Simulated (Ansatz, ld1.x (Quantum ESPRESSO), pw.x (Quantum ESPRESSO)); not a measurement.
From atom to crystal: PAW potential for Nb (Z = 41)

ld1.x (Quantum ESPRESSO) 7.5 input, shortened:

```
&input
   title='Nb', zed=41., rel=1, dft='PBE', iswitch=3,
   config='[Kr] 4d4 5s1 5p0'
 /
 &inputp
   pseudotype=3, lpaw=.true., tm=.true., lloc=-1, rcloc=2.75,
   nlcc=.true., new_core_ps=.true., rcore=2.20,
   which_augfun='BESSEL', rmatch_augfun=2.00
 /
6
5S  1  0   1.00   0.00  2.45  3.20  0.0
5S  1  0   0.00   4.50  2.45  3.20  0.0
5P  2  1   0.00   0.00  3.35  4.60  0.0
5P  2  1   0.00   2.50  3.35  4.60  0.0
4D  3  2   4.00   0.00  1.95  2.15  0.0
4D  3  2   0.00   3.90  1.95  2.15  0.0
 &test
   configts(1)='4d4 5s1 5p0'
 /
```

Crystal test: diamond Nb in pw.x 7.5, no spin, 8³ k-points, Fermi–Dirac smearing 0.01 Ry, cutoffs 45/360 Ry. The reference is all-electron LAPW (Ansatz 0.2.0) with the same functional, mesh and smearing; V0 and B0 come from Birch–Murnaghan fits to the pressures at five volumes. Errors are pseudo minus all-electron; Δ is the rms difference of the E(V) curves that follow from these fits, minima aligned, over ±6 % about the mean V0. Mesh and smearing are coarse, so the numbers serve the comparison and aren't converged zero-temperature values; the lattice is a test structure that the element need not adopt.

```tsv
V (Å³/atom)	P all-electron (GPa)	P pseudo (GPa)
24.643	3.74	-4.79
25.291	1.78	-5.43
25.940	0.06	-6.08
26.588	-1.47	-6.73
27.237	-2.80	-7.35
```

All-electron: a0 = 5.922 Å (V0 = 25.96 Å³/atom), B0 = 64.5 GPa.

Pseudopotential: mean pressure error (GPa): -6.34. The pressure does not cross zero within the volumes sampled, so no fit is given. The largest radius (4.60 bohr) exceeds half the bond length (2.42 bohr), so the spheres overlap, which is one possible source of error among others. This is a poor potential for the solid.

Question: At the middle volume, how do free energy and pressure move when the wave cutoff is lowered (ecutrho held at 360 Ry)?

Answer:

```tsv
cutoff (Ry)	shift of F (meV/atom)	shift of P (GPa)
20	+130.8	-5.60
27	+10.6	+0.05
36	+3.2	-0.14
```

The run at the middle volume (29 k-points, 33 iterations) took about 67 s on one core of a shared host (Neoverse-V1, 32 threads, 247 GiB, load 20).
